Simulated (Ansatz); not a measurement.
Below is a relaxed structure of Al2Cu. It was relaxed at this level from a Materials Project cell.

These are results of DFT PBE, scalar-relativistic, plane waves, PAW in Ansatz, not measurements. Cutoff 420 eV, Γ-centred mesh, Gaussian smearing, no spin polarisation.

```
Al Cu
1.0
     4.13355    0.00000    0.00000
     0.00000    4.13355    0.00000
     0.00000    0.00000    2.86928
Al Cu
2 1
Direct
  0.50000 0.00000 0.50000
  0.00000 0.50000 0.50000
  0.00000 0.00000 0.00000
```

Formation energies are uncorrected and refer to the elements' standard structures at the same level.

Question: Find its symmetry and describe it.

Answer: P4/mmm (No. 123). Conventional cell: a = 4.134 Å, c = 2.869 Å. Al is surrounded by 4 Cu at 2.52 Å and 6 Al at 2.87–2.92 Å; around Cu lie 8 Al at 2.52 Å and 2 Cu at 2.87 Å.

Question: What is its formation energy per atom?

Answer: −0.03 eV/atom. The formation energy is too near zero to say whether this cell lies below the elements.

Question: Is it a metal?

Answer: Yes, bands cross the Fermi level on the 12×12×16 mesh.

The last run used a 12×12×16 mesh (in the run's order of axes) for its 3-atom cell and Gaussian smearing of 0.10 eV. For metals, differences of a few meV/atom aren't resolved. A structure relaxed within its symmetry needn't be a true minimum. Another cell of Al2Cu relaxed alike, in Fm-3m (a Materials Project cell), lies 156 meV/atom lower, so this cell isn't the stable form at this level.
